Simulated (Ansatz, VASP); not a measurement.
# TePb in VASP and in Ansatz

The input INCAR:

```
ALGO = Fast
EDIFF = 1E-6
ENCUT = 520
GGA = PE
ISIF = 2
ISMEAR = -1
LASPH = T
LCHARG = F
LREAL = F
LWAVE = F
NBANDS = 17
NELM = 100
PREC = Accurate
SIGMA = 0.08
```

KPOINTS

```
k-points
0
Gamma
  10 10 10
```

File POSCAR:

```
TePb
1.0
    4.0287929844      0.0000000000      0.0000000000
    0.0000000000      4.0287929844      0.0000000000
    0.0000000000      0.0000000000      4.0287929844
Te Pb
1 1
Direct
    0.5000000000      0.5000000000      0.5000000000
    0.0000000000      0.0000000000      0.0000000000
```

Input for Ansatz:

```yaml
crystal:
  lattice:
    - [4.0287929844, 0.0, 0.0]
    - [0.0, 4.0287929844, 0.0]
    - [0.0, 0.0, 4.0287929844]
  atoms:
    - { symbol: Te, position: [0.5, 0.5, 0.5] }
    - { symbol: Pb, position: [0.0, 0.0, 0.0] }
kpoints:
  mp_grid: { grid: [10, 10, 10] }
scf:
  occupations: { method: fermi_dirac, width: 0.08 }
hamiltonian:
  xc: pbe
  pseudopotentials: { kind: all_electron, lapw: { basis_error: 0.001 } }
output:
  forces: true
  stress: true
  eigenvalues: true
```

Change from the starting cell: volume scaled by 1.02.

Alike in both runs: task single point; functional PBE; k mesh 10 × 10 × 10; occupations fermi-dirac, width 0.08 eV; no spin polarisation.

|  | VASP | Ansatz |
| --- | --- | --- |
| version | VASP 6.6.1 | Ansatz 0.2.0 |
| potentials or method | VASP PAW PBE potentials, release 64 (Te, Pb_d) | all-electron LAPW, scalar-relativistic |
| plane-wave cutoff (eV) | 520 | see its input |

```csv
,VASP,Ansatz,Ansatz less VASP
pressure (GPa),-1.0,-1.0,+0.06
```

Ansatz ran all-electron here, so the differences hold the error of VASP's frozen core and of both bases.

The runs have no spin-orbit coupling, so splittings on Pb, Te are missing.
